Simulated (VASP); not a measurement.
**Ag: single point with PBE**

Crystal: Ag.

```
Ag
1.0
     2.95279    0.00000    0.00000
    -1.47640    2.55719    0.00000
     0.00000    0.00000    4.75932
Ag
2
Direct
  0.33333 0.66667 0.75000
  0.66667 0.33333 0.25000
```

The cell was built by a generator and needn't be a form met in nature.

```json
{"Program": "VASP 6.6.1", "Task": "single point", "Functional": "PBE", "Potentials or basis": "VASP PAW PBE potentials, release 64 (Ag)", "Cutoff": "520 eV", "k mesh": "8 × 8 × 4", "Occupations": "gaussian, width 0.05 eV", "Spin": "no spin polarisation"}
```

```yaml
Pressure: 0.0 GPa
Band_gap_on_the_k_mesh: none (metal or under the smearing width)
```

Stress tensor (GPa, compression positive):
```
 0.01  0.00  0.00
 0.00  0.01  0.00
 0.00  0.00 -0.11
```

Levels at points of the mesh, in eV from the Fermi level:
```csv
k point,band 8,band 9,band 10,band 11,band 12,band 13,band 14,band 15
"(0.00, 0.00, 0.00)",-3.85,-3.85,-2.88,-2.88,0.02,3.68,15.59,17.64
"(0.50, 0.00, 0.00)",-2.79,-2.69,-2.65,0.28,1.56,6.93,7.18,9.21
"(0.00, 0.00, 0.50)",-4.14,-3.17,-3.17,-3.17,-3.17,11.23,11.23,15.93
"(0.50, 0.00, 0.50)",-2.92,-2.70,-2.70,1.00,1.00,4.46,4.46,13.30
```

Wall time 7.7 s on 1 thread of Intel(R) Xeon(R) 6975P-C (Granite Rapids), on a shared host, peak memory 0.15 GiB.
